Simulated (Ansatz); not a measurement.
Energy landscape near a Mo structure

Computed with DFT PBEsol, scalar-relativistic, plane waves, PAW in Ansatz.

Settings: cutoff 420 eV, Γ-centred mesh 18×18×18 on the computed 1-atom cell, Gaussian smearing of 0.10 eV; no spin polarisation.

Reference cell:

```
Mo
1.0
     0.00000    2.01500    2.01500
     2.01500    0.00000    2.01500
     2.01500    2.01500    0.00000
Mo
1
Direct
  0.00000 0.00000 0.00000
```

Each variant moves atoms of this cell by the vectors given, if any (Å), and then applies a symmetric strain (tensor components, Cartesian axes). The reference cell isn't relaxed at this level. Energies are per atom at zero smearing, counted from the lowest variant. Pressure is positive in compression.

1. strain (xx yy zz yz xz xy, %) -1.67 -1.67 -1.67 0.00 0.00 0.00
2. strain (xx yy zz yz xz xy, %) 4.03 4.03 4.03 0.00 0.00 0.00
3. strain (xx yy zz yz xz xy, %) 3.65 3.65 3.65 0.00 0.00 0.00

```
result  ΔE (meV/atom) P (GPa)
     A            0.0    -0.41
     B          324.6   -30.93
     C          286.2   -29.62
```

Which variant gave which result?

A is 1, B is 2, C is 3. The pressure falls as the cell grows: from the smallest volume to the largest the variants are 1, 3, 2.

This fcc form isn't the element's structure at ambient conditions.